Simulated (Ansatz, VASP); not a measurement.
## Y: VASP beside Ansatz

Contents of INCAR:

```
SYSTEM = Y
ALGO = Normal
EDIFF = 1E-6
ENCUT = 520
GGA = CA
ISIF = 2
ISMEAR = -1
LASPH = .True.
LCHARG = .False.
LREAL = .False.
LWAVE = .False.
NBANDS = 18
NELM = 80
PREC = Accurate
SIGMA = 0.08
```

KPOINTS

```
k-points
0
Gamma
  12 12 7
  0 0 0
```

POSCAR

```
Y
1.0
    3.7231154432      0.0000000000      0.0000000000
   -1.8615577216      3.2243125550      0.0000000000
    0.0000000000      0.0000000000      5.8601227356
Y
2
Direct
    0.3333333333      0.6666666667      0.2500000000
    0.6666666667      0.3333333333      0.7500000000
```

Input for Ansatz:

```yaml
crystal:
  lattice:
    - [3.7231154432, 0.0, 0.0]
    - [-1.8615577216, 3.224312555, 0.0]
    - [0.0, 0.0, 5.8601227356]
  atoms:
    - { symbol: "Y", position: [0.3333333333, 0.6666666667, 0.25] }
    - { symbol: "Y", position: [0.6666666667, 0.3333333333, 0.75] }
kpoints:
  mp_grid: { grid: [12, 12, 7] }
  band_path:
    path:
      - [0.0, 0.0, 0.0]
      - [0.5, 0.0, 0.0]
      - [0.3333333333, 0.3333333333, 0.0]
      - [0.0, 0.0, 0.0]
      - [0.0, 0.0, 0.5]
      - [0.5, 0.0, 0.5]
      - [0.3333333333, 0.3333333333, 0.5]
      - [0.0, 0.0, 0.5]
      - [0.5, 0.0, 0.5]
    npoints: 5
scf:
  occupations: { method: fermi_dirac, width: 0.08 }
hamiltonian:
  xc: lda
  pseudopotentials: { kind: all_electron, lapw: { basis_error: 0.00025 } }
output:
  forces: true
  stress: true
  eigenvalues: true
```

Change from the starting cell: volume scaled by 1.06.

Alike in both runs: task single point; functional LDA; k mesh 12 × 12 × 7; occupations fermi-dirac, width 0.08 eV; no spin polarisation.

```csv
,VASP,Ansatz
version,VASP 6.6.1,Ansatz 0.2.0
potentials or method,"VASP PAW LDA potentials, release 64 (Y_sv)","all-electron LAPW, scalar-relativistic"
plane-wave cutoff (eV),520,see its input
```

VASP gave:

- pressure (GPa): -5.7
- largest component of the traceless stress (GPa): 0.39

Q: Which values does Ansatz return?

A: Pressure (GPa): -5.6; largest component of the traceless stress (GPa): 0.39.

Ansatz ran all-electron here, so the differences hold the error of VASP's frozen core and of both bases.
